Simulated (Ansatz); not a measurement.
# Two Ansatz runs on AgCl

The cell is the one relaxed in the Materials Project (mp-22922), not relaxed further here; entries there can be hypothetical. The listed cell was then made from it by scaling, straining or moving an atom.

First run: DFT, LDA, PAW with Ansatz's default frozen-core files, scalar-relativistic (Ansatz 0.2.0).

Command: `ansatz run input.yaml --threads 1 --pin off --max-ram 2048MiB --backend cpu --events-out ev --progress --plain --runs-dir out` The run took 3.1 s on 1 thread of Intel(R) Xeon(R) Platinum 8259CL CPU @ 2.50GHz (Skylake/Cascade Lake) (shared host), peak memory 0.4 GiB.

```yaml
crystal:
  lattice:
    - [0.0, 2.7351899843, 2.7351899843]
    - [2.7351899843, 0.0, 2.7351899843]
    - [2.7351899843, 2.7351899843, 0.0]
  atoms:
    - { symbol: Ag, position: [0.0, 0.0, 0.0] }
    - { symbol: Cl, position: [0.5, 0.5, 0.5] }
kpoints:
  mp_grid: { grid: [9, 9, 9] }
scf:
  occupations: { method: fermi_dirac, width: 0.01 }
hamiltonian:
  xc: lda
  pseudopotentials: { kind: paw }
output:
  forces: true
  stress: true
  eigenvalues: true
  efg: { contact_densities: true }
```

Result: converged; pressure -3.78 GPa; gap on the k mesh 0.66 eV (the mesh can miss the band edges); 7 SCF iterations.

A second input differs as follows:

```diff
@@ -8,7 +8,8 @@
     - { symbol: Cl, position: [0.5, 0.5, 0.5] }
 kpoints:
-  mp_grid: { grid: [9, 9, 9] }
+  mp_grid: { grid: [9, 8, 10] }
 scf:
   occupations: { method: fermi_dirac, width: 0.01 }
+  max_iter: 75
 hamiltonian:
   xc: lda
```

Task: Does the change harm the result?

Result: Not here: the run converged; energy at zero smearing 0.0 meV/atom from the first run; pressure -3.78 GPa; gap on the k mesh 0.61 eV (the mesh can miss the band edges); 7 SCF iterations, so the odd setting did no harm in this case.
